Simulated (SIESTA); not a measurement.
TePt:

```
Pt Te
1.0
     1.98157    1.14406    6.66103
    -1.98157    1.14406    6.66103
     0.00000   -2.28812    6.66103
Pt Te
2 2
Direct
  0.12967 0.12967 0.12967
  0.87033 0.87033 0.87033
  0.40200 0.40200 0.40200
  0.59800 0.59800 0.59800
```

Base run:

```yaml
Program: SIESTA 5.4.2
Functional: PBEsol
Potentials_or_basis: PseudoDojo 0.4 standard (PBEsol files)
Basis: DZP (energy shift 0.003 Ry; two zetas on semicore shells)
Grid_cutoff: 800 Ry
Energy_shift: 0.003 Ry
k_mesh: 6 × 6 × 6
Occupations: fermi-dirac, width 0.05 eV
Spin: no spin polarisation
```

Its results: band gap on the k mesh none (metal or under the smearing width); pressure 2.9 GPa; largest force 0.761 eV/Å.

Question: After a change of settings the same cell gave: band gap on the k mesh none (metal or under the smearing width); pressure 0.7 GPa; largest force 0.867 eV/Å. Which change was it?
A. k mesh from 6 × 6 × 6 to 8 × 8 × 8
B. hubbard terms from none to Pt d U = 2 eV
C. hubbard terms from none to Pt d U = 4 eV

Answer: C.

Caveats: short orbitals over semicore shells can move pressures by several GPa; the basis of atomic orbitals isn't converged, which shifts pressures, moduli and gaps; U without spin polarisation on a metal has little footing (some runs); the U is typed as a test and isn't derived for this compound (some runs).

Not every run made on this cell is shown here.
